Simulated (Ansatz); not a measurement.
ScAl: an elastic run with cutoff 350 eV

The calculation used DFT PBEsol, scalar-relativistic, plane waves, PAW (Ansatz).

Launched with:
```bash
ansatz run input.yaml --threads 1 --pin off --max-ram 3072MiB --backend cpu --events-out ev --progress --plain --runs-dir out
```

Input (bare energies are in eV):
```yaml
crystal:
  lattice:
    - [3.3478901163, 0.0, 0.0]
    - [0.0, 3.3478901163, 0.0]
    - [0.0, 0.0, 3.3478901163]
  atoms:
    - { symbol: Sc, position: [0.5, 0.5, 0.5] }
    - { symbol: Al, position: [0.0, 0.0, 0.0] }
basis:
  ecutwfc: 350
kpoints:
  mp_grid: { grid: [12, 12, 12] }
hamiltonian:
  xc: pbesol
scf:
  occupations: { method: fermi_dirac, width: 0.15 }
output:
  forces: true
  stress: true
  eigenvalues: true
elastic:
  mode: relaxed_ion
  stencil: two_point
```

From the output:
```
--- Elastic constants: 2 strain directions × 2 members + reference (group order 48) ---
  dense FFT box of the reference and of every strained cell: 24×24×24
  strains applied: 11, 23; error gains: componentwise 1.00 (the most a stress slope's error grows in a printed constant), spectral 1.73 (1 for all six strains in a standard setting)
  C = ∂σ_k/∂η_j (tension-positive GPa; Voigt order 11 22 33 23 13 12):
        95.670     72.888     72.888     -0.000     -0.000     -0.000
        72.888     95.670     72.888     -0.000     -0.000     -0.000
        72.888     72.888     95.670     -0.000     -0.000     -0.000
         0.000     -0.000     -0.000     92.018      0.000      0.000
         0.000      0.000     -0.000     -0.000     92.018     -0.000
         0.000     -0.000      0.000      0.000      0.000     92.018
  reference stress σ⁰ (GPa):     -0.005     -0.005     -0.005     -0.000     -0.000      0.000
  C* (energy form; C + prestress term) asymmetry max|C*_kj − C*_jk| = 2.842e-14 GPa — a small one proves nothing (zero by symmetry where the batch's group is 432, −43m or m−3m); a large one is finite-difference/SCF noise where every solve ...
  moduli (Voigt/Reuss/Hill, GPa): K = 80.48/80.48/80.48   G = 59.77/24.02/41.89   E = 107.10   ν = 0.278
  mechanically stable: yes (min eigenvalue of sym C = 22.78 GPa)
  strain η (Voigt 11):  stress-route row diagonal C_11 = 95.67 GPa, energy-path curvature d²(F+E_count+ΔE)/dδ²/Ω₀ = 95.30 GPa
         δ    σ_11 (GPa) F (eV) n_scf n_hpsi n_pw
    -2.000e-3      -0.1984       -2636.8759155       6   35762    579   relax 0 steps, max|allowed force component| 1.32e-29 eV/Å
     2.000e-3       0.1843       -2636.8759135       6   40661    587   relax 0 steps, max|allowed force component| 4.78e-30 eV/Å
  strain η (Voigt 23):  stress-route row diagonal C_44 = 92.02 GPa, energy-path curvature d²(F+E_count+ΔE)/dδ²/Ω₀ = 91.89 GPa
         δ    σ_23 (GPa) F (eV) n_scf n_hpsi n_pw
    -2.000e-3      -0.1840       -2636.8759102       6   55088    587   relax 0 steps, max|allowed force component| 1.26e-29 eV/Å
     2.000e-3       0.1840       -2636.8759102       6   61579    587   relax 0 steps, max|allowed force component| 1.26e-29 eV/Å
```

The run took 18 s on 1 thread of Arm Neoverse V2 (shared host), peak memory 0.4 GiB.

Beside the reference run (Plane waves to 420 eV; Γ-centred k mesh 12×12×12; Fermi-Dirac smearing of 0.15 eV. No spin polarisation.), the elastic coefficients (GPa; two-point stencil, strain 0.002 and ions relaxed unless stated):
```
      setting C11   C12   C44
reference run  94.5  72.9  91.9
cutoff 350 eV  95.7  72.9  92.0
```

In a metal, frequencies and elastic constants depend on the k mesh and the smearing, soft modes and shear constants most.